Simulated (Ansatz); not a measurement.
TiSi2:

```
Ti Si
1.0
     4.37464    0.00000    0.00000
    -2.18732    3.78855    0.00000
     0.00000    0.00000    2.56101
Ti Si
1 2
Direct
  0.00000 0.00000 0.00000
  0.33333 0.66667 0.50000
  0.66667 0.33333 0.50000
```

The cell was built by a generator and needn't be a form met in nature.

Base run:

| Property | Result |
| --- | --- |
| Program | Ansatz 0.2.0 |
| Functional | LDA |
| Potentials or basis | Ansatz PAW |
| Cutoff | 420 eV |
| Density cutoff | 1680 eV |
| k mesh | 7 × 7 × 10 |
| Occupations | fermi-dirac, width 0.05 eV |
| Spin | no spin polarisation |
| Hubbard terms | Ti d U = 1 eV |

Its results: band gap on the k mesh none (metal or under the smearing width); pressure -6.3 GPa.

Problem. After a change of settings the same cell gave: band gap on the k mesh none (metal or under the smearing width); pressure -5.4 GPa. Which change was it?
A. hubbard terms from Ti d U = 1 eV to Ti d U = 2 eV
B. functional from LDA to PBEsol
C. functional from LDA to PBE; hubbard terms from Ti d U = 1 eV to none; hubbard projectors from ortho-atomic (the default) to none
D. functional from LDA to PBE; hubbard terms from Ti d U = 1 eV to Ti d U = 6 eV

Solution. A.

Caveats: U without spin polarisation on a metal has little footing; the PAW data sets come from PBE, with cores solved anew for the run's functional, which leaves a small shift of forces and pressure; the U is typed as a test and isn't derived for this compound.

Not every run made on this cell is shown here.
